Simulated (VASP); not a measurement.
# SnO2 (R-3m) in VASP: further runs

The runs below take SnO2 through single point, relaxation of cell and atoms, with PBE0, PBE.

Program: VASP 6.6.1. These are calculated values, not measurements. Logs are shortened: lines on timing, memory, paths and dates and some standing lists are left out, and cuts for length are marked.

### Step 1. The crystal as given

Symmetry: R-3m, No. 166, trigonal system. The conventional cell has a = 3.234 Å, b = 3.234 Å, c = 14.402 Å, α = 90.00°, β = 90.00°, γ = 120.00°. Sn (site symmetry -3m) is surrounded by 6 O at 2.13 Å. O (site symmetry 3m) is surrounded by 3 Sn at 2.13 Å.

Measurements of this composition are mostly on another form, of space group No. 136.

### Step 2. Single point, PBE0

File POSCAR:

```
SnO2
1.0
    1.6170930752      0.9336291223      4.8005925840
   -1.6170930752      0.9336291223      4.8005925840
    0.0000000000     -1.8672582446      4.8005925840
Sn O
1 2
Direct
    0.5000000000      0.5000000000      0.5000000000
    0.7628300000      0.7628300000      0.7628300000
    0.2371700000      0.2371700000      0.2371700000
```

File INCAR.step1:

```
PREC = Accurate ; ENCUT = 400
EDIFF = 1E-5 ; ISMEAR = 0
SIGMA = 0.01 ; LREAL = F
LASPH = T ; NELM = 100
ALGO = Normal ; ISIF = 2
LWAVE = T ; LCHARG = F
NKRED = 1 ; NBANDS = 21
GGA = PE
```

File INCAR.step2:

```
PREC = Accurate ; ENCUT = 400
EDIFF = 1E-6 ; ISMEAR = 0
SIGMA = 0.01 ; LREAL = F
LASPH = T ; NELM = 100
ALGO = Normal ; ISIF = 2
LWAVE = F ; LCHARG = F
GGA = PE ; LHFCALC = T
AEXX = 0.25 ; PRECFOCK = Fast
NKRED = 1 ; NBANDS = 21
ISTART = 1
```

File KPOINTS:

```
regular mesh
0
Gamma
  3 3 3
```

Potentials or basis: VASP PAW PBE potentials, release 64 (Sn_d, O).

Started as:

```console
> cat potpaw_PBE.64/Sn_d/POTCAR potpaw_PBE.64/O/POTCAR > POTCAR
> cp INCAR.step1 INCAR
> mpirun -np 1 vasp_std > vasp.out
> cp INCAR.step2 INCAR
> mpirun -np 1 vasp_std > vasp.out
```

OUTCAR:

```text
PREC = Accurate
   ENCUT = 400
   EDIFF = 1E-6
   ISMEAR = 0
   LREAL = F
   LASPH = T
   NELM = 100
   ISIF = 2
   GGA = PE
   LHFCALC = T
   AEXX = 0.25
   PRECFOCK = Fast
   NKRED = 1
   ISTART = 1

 Found      6 irreducible k-points:

 Following reciprocal coordinates:
            Coordinates               Weight
  0.000000  0.000000  0.000000      1.000000
  0.333333 -0.000000  0.000000      6.000000
  0.333333  0.333333  0.000000      6.000000
 -0.333333  0.333333  0.000000      6.000000
  0.333333  0.333333  0.333333      2.000000
 -0.333333  0.333333  0.333333      6.000000
   k-points           NKPTS =      6   k-points in BZ     NKDIM =     27   number of bands    NBANDS=     21
   number of dos      NEDOS =    301   number of ions     NIONS =      3
   total plane-waves  NPLWV =  46656
   dimension x,y,z NGX =    36 NGY =   36 NGZ =   36
   dimension x,y,z NGXF=    72 NGYF=   72 NGZF=   72
   ions per type =               1   2
   NGX,Y,Z   is equivalent  to a cutoff of  11.62, 11.62, 11.62 a.u.
   NGXF,Y,Z  is equivalent  to a cutoff of  23.24, 23.24, 23.24 a.u.
 SYSTEM =  unknown system
   PREC   = accura    normal or accurate (medium, high low for compatibility)
   ISTART =      1    job   : 0-new  1-cont  2-samecut
   ICHARG =      0    charge: 1-file 2-atom 10-const
   ISPIN  =      1    spin polarized calculation?
   LNONCOLLINEAR =      F non collinear calculations
   LSORBIT =      F    spin-orbit coupling
   LASPH  =      T    aspherical Exc in radial PAW
   ENCUT  =  400.0 eV  29.40 Ry    5.42 a.u.   8.40  8.40  8.40*2*pi/ulx,y,z
   NELM   =    100;   NELMIN=  2; NELMDL=  0     # of ELM steps
   EDIFF  = 0.1E-05   stopping-criterion for ELM
   LREAL  =      F    real-space projection
   EDIFFG = 0.1E-04   stopping-criterion for IOM
   NSW    =      0    number of steps for IOM
   IBRION =     -1    ionic relax: 0-MD 1-quasi-New 2-CG
   NFREE  =      0    steps in history (QN), initial steepest desc. (CG)
   ISIF   =      2    stress and relaxation
   ISYM   =      3    0-nonsym 1-usesym 2-fastsym
   POTIM  = 0.5000    time-step for ionic-motion
   TEBEG  =    0.0;   TEEND  =   0.0 temperature during run
   PSTRESS=    0.0 pullay stress
   NELECT =      26.0000    total number of electrons
   NUPDOWN=      -1.0000    fix difference up-down
   EMIN   =  10.00;   EMAX   =-10.00  energy-range for DOS
   EFERMI =   0.00;   METHOD = LEGACY
   ISMEAR =     0;   SIGMA  =   0.01  broadening in eV -4-tet -1-fermi 0-gaus
   EFERMI_NEDOS =   21; number of points for ismear=-14 and -15
   IALGO  =     38    algorithm
   IMIX   =      1    mixing-type and parameters
     AMIX     =   0.40;   BMIX     =  1.00
     AMIX_MAG =   1.60;   BMIX_MAG =  1.00
  volume/ion in A,a.u.               =      14.50        97.82
  Fermi-wavevector in a.u.,A,eV,Ry     =   1.379158  2.606231 25.879336  1.902078
  Thomas-Fermi vector in A             =   2.504154
   LORBIT       =      0    0 simple, 1 ext, 2 COOP (PROOUT), +10 PAW based schemes
   GGA     = PE    functional components
   LHFCALC =     T    Hartree Fock is set to
   PRECFOCK=fast      Normal, Fast or Accurate (Low or Medium for compatibility)
   ENCUT4O =  -1.0   cutoff for four orbital integrals eV
   NKREDX  =     1    reduce k-point grid by
   NKREDY  =     1    reduce k-point grid by
   NKREDZ  =     1    reduce k-point grid by
   AEXX    =    0.2500 exact exchange contribution
   HFSCREEN=    0.0000 screening length (either q_TF or 0.3 A-1)
   HFSCREENC=   0.0000 screening length for correlation (either q_TF or 0.3 A-1)
   ENCUTFOCK=  -1.0 apply spherical cutoff to Coloumb kernel
   IVDW    =     0    specifies the selected vdW correction
   LEPSILON=     F    determine dielectric tensor
   LRPA    =     F    only Hartree local field effects (RPA)
 non-spin polarized calculation
 Gauss-broadening in eV      SIGMA  =   0.01
  energy-cutoff  :      400.00
  volume of cell :       43.49
 maximum number of plane-waves:       795
 NGX is ok and might be reduce to    36
  NGX = 18; NGY = 18; NGZ = 18

 number of electron      26.0000004 magnetization

 Free energy of the ion-electron system (eV)
  ---------------------------------------------------
  ext. energy  EPLUGINS =         0.00000000
  ---------------------------------------------------
  free energy    TOTEN  =       -24.68503047 eV

  energy without entropy =      -24.68503047  energy(sigma->0) =      -24.68503047

 E-fermi :   1.7297     XC(G=0):  -7.8262

 val. band max:        1.6218530292   @ k =   0.3333   0.3333   0.0000
 cond. band min:       5.8951814564   @ k =   0.0000   0.0000   0.0000
 fundamental gap:      4.2733284271
 Fermi energy:         1.7296784137

 k-point     1 :       0.0000    0.0000    0.0000
  band No.  band energies     occupation
      1     -19.7753      2.00000
      2     -19.5604      2.00000
      3     -19.5604      2.00000
      4     -19.3493      2.00000
      5     -19.3493      2.00000
      6     -17.7523      2.00000
      7     -15.9296      2.00000
      8      -2.4354      2.00000
      9       0.4690      2.00000
     10       0.4690      2.00000
     11       0.8461      2.00000
     12       0.8461      2.00000
     13       1.5792      2.00000
     14       5.8952      0.00000
     15       9.8561      0.00000
     16      15.4830      0.00000
     17      15.4830      0.00000
     18      16.0718      0.00000
     19      21.5305      0.00000
     20      21.5305      0.00000
     21      21.6775      0.00000

 k-point     2 :       0.3333   -0.0000    0.0000
  band No.  band energies     occupation
      1     -20.2388      2.00000
      2     -19.4946      2.00000
      3     -19.4780      2.00000
      4     -19.3794      2.00000
      5     -19.2710      2.00000
      6     -16.9711      2.00000
      7     -14.9498      2.00000
      8      -4.0234      2.00000
      9      -2.0363      2.00000
     10      -0.9832      2.00000
     11      -0.1203      2.00000
     12       1.1739      2.00000
     13       1.3624      2.00000
     14       9.2186      0.00000
     15      11.8379      0.00000
     16      13.6925      0.00000
     17      16.7009      0.00000
     18      17.0739      0.00000
     19      17.2359      0.00000
     20      19.7698      0.00000
     21      22.7412      0.00000

 k-point     3 :       0.3333    0.3333    0.0000
  band No.  band energies     occupation
      1     -20.2369      2.00000
      2     -19.4938      2.00000
      3     -19.4775      2.00000
      4     -19.3798      2.00000
      5     -19.2709      2.00000
      6     -16.9803      2.00000
      7     -14.9339      2.00000
      8      -4.1290      2.00000
      9      -2.3136      2.00000
     10      -1.0640      2.00000
     11       0.2794      2.00000
     12       1.2855      2.00000
     13       1.6219      2.00000
     14       9.1474      0.00000
     15      10.9847      0.00000
     16      14.4188      0.00000
     17      16.2645      0.00000
     18      16.9322      0.00000
     19      17.0825      0.00000
     20      22.1402      0.00000
     21      22.6836      0.00000

 k-point     4 :      -0.3333    0.3333    0.0000
  band No.  band energies     occupation
      1     -20.0403      2.00000
      2     -20.0402      2.00000
      3     -19.3604      2.00000
      4     -19.3601      2.00000
      5     -19.3555      2.00000
      6     -15.4003      2.00000
      7     -15.4002      2.00000
      8      -4.9309      2.00000
      9      -2.1895      2.00000
     10      -2.0825      2.00000
     11      -1.0073      2.00000
     12       1.3172      2.00000
     13       1.4364      2.00000
     14      10.4592      0.00000
     15      14.0660      0.00000
     16      14.5234      0.00000
     17      14.8877      0.00000
     18      16.1574      0.00000
     19      17.8435      0.00000
     20      19.6727      0.00000
     21      22.0135      0.00000

 k-point     5 :       0.3333    0.3333    0.3333
  band No.  band energies     occupation
      1     -19.7749      2.00000
      2     -19.5601      2.00000
      3     -19.5601      2.00000
      4     -19.3493      2.00000
      5     -19.3493      2.00000
      6     -17.6728      2.00000
      7     -16.0382      2.00000
      8      -2.1087      2.00000
      9       0.4168      2.00000
     10       0.4168      2.00000
     11       0.6875      2.00000
     12       0.8899      2.00000
     13       0.8899      2.00000
     14       6.8873      0.00000
     15       9.8065      0.00000
     16      15.6325      0.00000
     17      15.6325      0.00000
     18      16.2585      0.00000
     19      21.0100      0.00000
     20      21.7127      0.00000
     21      21.7127      0.00000

 k-point     6 :      -0.3333    0.3333    0.3333
  band No.  band energies     occupation
      1     -20.2408      2.00000
      2     -19.4952      2.00000
      3     -19.4775      2.00000
      4     -19.3802      2.00000
      5     -19.2710      2.00000
      6     -16.9211      2.00000
      7     -15.0048      2.00000
      8      -4.1891      2.00000
      9      -2.1432      2.00000
     10      -1.0451      2.00000
     11       0.4840      2.00000
     12       1.1778      2.00000
     13       1.2554      2.00000
     14       9.2557      0.00000
     15      11.6382      0.00000
     16      14.1504      0.00000
     17      16.4272      0.00000
     18      17.0842      0.00000
     19      17.3890      0.00000
     20      18.9732      0.00000
     21      23.3010      0.00000

------------------------ aborting loop because EDIFF is reached ----------------------------------------

  FORCE on cell =-STRESS in cart. coord.  units (eV):
  Direction    XX          YY          ZZ          XY          YZ          ZX
  --------------------------------------------------------------------------------------
  -------------------------------------------------------------------------------------
  Total       -3.3673370     -3.3673370     -3.2060896      0.0000000     -0.0000000      0.0000000
  in kB     -124.0628225   -124.0628225   -118.1219832      0.0000000     -0.0000000      0.0000000
  external PRESSURE =    -122.0825427 kB  Pullay stress =       0.0000000 kB

 VOLUME and BASIS-vectors are now :
 -----------------------------------------------------------------------------
  energy-cutoff  :      400.00
  volume of cell :       43.49
      direct lattice vectors                 reciprocal lattice vectors
     1.617093075  0.933629122  4.800592584     0.309196797  0.178514854  0.069435872
    -1.617093075  0.933629122  4.800592584    -0.309196797  0.178514854  0.069435872
     0.000000000 -1.867258245  4.800592584     0.000000000 -0.357029708  0.069435872

 POSITION                                       TOTAL-FORCE (eV/Angst)
 -----------------------------------------------------------------------------------
      0.00000      0.00000      7.20089        -0.000000      0.000000      0.000000
      0.00000      0.00000     10.98611         0.000000     -0.000000      0.870097
      0.00000      0.00000      3.41567         0.000000      0.000000     -0.870097
 -----------------------------------------------------------------------------------
    total drift:                               -0.000000     -0.000000      0.000000

  FREE ENERGIE OF THE ION-ELECTRON SYSTEM (eV)
  ---------------------------------------------------
  free  energy   TOTEN  =       -24.6850304683 eV

  energy  without entropy=      -24.6850304683  energy(sigma->0) =      -24.68503047
```

Run time: 2.2 min. Hardware: 1 thread of Intel Xeon Platinum 8488C (Sapphire Rapids), shared host; peak memory 0.19 GiB.

These settings aren't checked as converged: the numbers below hold their error.

Results:

```yaml
Free_energy: -24.6850 eV
Largest_force: 0.870 eV/Å
Band_gap_on_the_k_mesh: 4.27 eV, indirect (least direct gap 4.32 eV)
```

Caveat: the k mesh is coarse (spacing up to 0.76 Å⁻¹), so the values aren't converged, least of all with exact exchange; the cutoff is under 1.25 times the usual one of these potentials, so pressure, stress and relaxed cells hold a basis-set (Pulay) error; the PAW data sets were made with another functional, which shifts forces and pressure a little; spin-orbit coupling is left out, which moves the levels of the heavy elements; an odd mesh through Γ misses points on the zone boundary, where band edges often lie.

### Step 3. Single point, PBE0

POSCAR is that of step 2.

INCAR.step1: that of step 2 with these lines changed.

```diff
@@ -1,2 +1,2 @@
-PREC = Accurate ; ENCUT = 400
+PREC = Accurate ; ENCUT = 350
 EDIFF = 1E-5 ; ISMEAR = 0
```

INCAR.step2: that of step 2 with these lines changed.

```diff
@@ -1,2 +1,2 @@
-PREC = Accurate ; ENCUT = 400
+PREC = Accurate ; ENCUT = 350
 EDIFF = 1E-6 ; ISMEAR = 0
```

File KPOINTS:

```
regular mesh
0
Gamma
  4 4 4
```

Potentials or basis: VASP PAW PBE potentials, release 64 (Sn_d, O).

Started as:

```console
> cat potpaw_PBE.64/Sn_d/POTCAR potpaw_PBE.64/O/POTCAR > POTCAR
> cp INCAR.step1 INCAR
> mpirun -np 1 vasp_std > vasp.out
> cp INCAR.step2 INCAR
> mpirun -np 1 vasp_std > vasp.out
```

It took 11 min on 1 thread of Intel Xeon Platinum 8488C (Sapphire Rapids), shared host; peak memory 0.18 GiB.

The run converged, but a check on its numbers failed (symmetry, net force, bounds or a known fault of this set-up), so they aren't taken as properties of the crystal.

Caveat: the k mesh is coarse (spacing up to 0.57 Å⁻¹), so the values aren't converged, least of all with exact exchange; the cutoff lies under the usual one of these potentials, so the numbers hold a large basis-set error; the PAW data sets were made with another functional, which shifts forces and pressure a little; spin-orbit coupling is left out, which moves the levels of the heavy elements.

### Step 4. Single point, PBE

File INCAR:

```
ALGO = Normal ; EDIFF = 1E-7
ENCUT = 350 ; GGA = PE
ISIF = 2 ; ISMEAR = 0
LASPH = True ; LCHARG = False
LREAL = False ; LWAVE = False
NELM = 60 ; PREC = Accurate
SIGMA = 0.02
```

File KPOINTS:

```
k-points
0
Gamma
  4 4 4
```

POSCAR is that of step 3.

Potentials or basis: VASP PAW PBE potentials, release 64 (Sn_d_GW, O_GW).

Started as:

```console
> cat potpaw_PBE.64/Sn_d_GW/POTCAR potpaw_PBE.64/O_GW/POTCAR > POTCAR
> mpirun -np 1 vasp_std > vasp.out
```

Wall time 13 s (1 thread of Intel Xeon Platinum 8488C (Sapphire Rapids), shared host); peak memory 0.18 GiB.

The run converged, but a check on its numbers failed (symmetry, net force, bounds or a known fault of this set-up), so they aren't taken as properties of the crystal.

Caveat: the k mesh is coarse (spacing up to 0.57 Å⁻¹), so the values aren't converged; the cutoff lies under the usual one of these potentials, so the numbers hold a large basis-set error; spin-orbit coupling is left out, which moves the levels of the heavy elements.

### Step 5. Relaxation of cell and atoms, PBE

File INCAR:

```
SYSTEM = SnO2
PREC     = Accurate       ! precision mode
ENCUT    = 600            ! plane-wave cutoff, eV
EDIFF    = 1E-6           ! SCF threshold, eV
ISMEAR   = -1             ! smearing method
SIGMA    = 0.05           ! smearing width, eV
LREAL    = .False.        ! projectors in reciprocal space
LASPH    = .True.         ! aspherical terms in the spheres
NELM     = 100            ! most SCF steps
ALGO     = Fast           ! electronic algorithm
ISIF     = 3              ! what is computed and relaxed
LWAVE    = .False.        ! write WAVECAR
LCHARG   = .False.        ! write CHGCAR
GGA      = PE             ! functional
IBRION   = 2              ! ionic algorithm
NSW      = 40             ! ionic steps
EDIFFG   = -0.01          ! ionic threshold
PSTRESS  = 0
```

File KPOINTS:

```
Automatic mesh
0
Gamma
  10 10 10
  0 0 0
```

POSCAR is that of step 4.

Potentials or basis: VASP PAW PBE potentials, release 64 (Sn_d, O).

Started as:

```console
> cat potpaw_PBE.64/Sn_d/POTCAR potpaw_PBE.64/O/POTCAR > POTCAR
> mpirun -np 1 vasp_std > vasp.out
```

Wall time 6.5 min (1 thread of Intel Xeon 6975P-C (Granite Rapids), shared host); peak memory 0.33 GiB.

It converged, with:

```yaml
Free_energy: -18.2049 eV
Relaxed_volume: 14.48 Å³/atom
Relaxed_cell: a = 5.132 Å, b = 5.132 Å, c = 5.132 Å, α = 36.80°, β = 36.80°, γ = 36.80°
Space_group_after_relaxing_to_0.05_Å: R-3m (No. 166)
Energy_gained_by_relaxing: 0.3 meV/atom
Ionic_steps: 5
Pressure_after_relaxing: 0.0 GPa
Largest_force_after_relaxing: 0.004 eV/Å
Band_gap_on_the_k_mesh: 1.89 eV, indirect (least direct gap 2.01 eV)
```

Forces in eV/Å, atoms in the order of the input:
```
Sn   0.000  0.000  0.000
O    0.000  0.000 -0.004
O    0.000  0.000  0.004
```

The path:
```csv
step,energy change (eV),largest force (eV/Å),pressure (GPa),volume (Å³)
1,0.0000,0.0841,-0.21,43.49
2,-0.0007,0.0059,0.35,43.37
3,-0.0007,0.0092,0.32,43.36
4,-0.0008,0.0026,-0.19,43.49
5,-0.0009,0.0044,-0.03,43.45
```

Final structure:
```
Sn O
1.0
     1.62005    0.93533    4.77921
    -1.62005    0.93533    4.77921
     0.00000   -1.87067    4.77921
Sn O
1 2
Direct
  0.50000 0.50000 0.50000
  0.76318 0.76318 0.76318
  0.23682 0.23682 0.23682
```

Levels at points of the mesh, in eV from the valence-band top:
| k point | band 9 | band 10 | band 11 | band 12 | band 13 | band 14 | band 15 | band 16 | band 17 |
| --- | --- | --- | --- | --- | --- | --- | --- | --- | --- |
| (0.00, 0.00, 0.00) | -1.29 | -1.29 | -0.92 | -0.92 | -0.12 | 1.89 | 5.70 | 10.97 | 10.97 |
| (0.50, 0.00, 0.00) | -4.12 | -2.97 | -1.44 | -0.60 | -0.56 | 5.30 | 7.72 | 9.99 | 12.35 |
| (0.50, 0.50, 0.00) | -4.35 | -3.06 | -1.11 | -0.46 | -0.03 | 5.04 | 6.90 | 10.69 | 11.26 |
| (0.50, 0.50, 0.50) | -1.35 | -1.35 | -1.27 | -0.87 | -0.87 | 3.15 | 5.64 | 11.15 | 11.15 |

Caveat: spin-orbit coupling is left out, which moves the levels of the heavy elements.

(Part 1 of 2 ends here.)
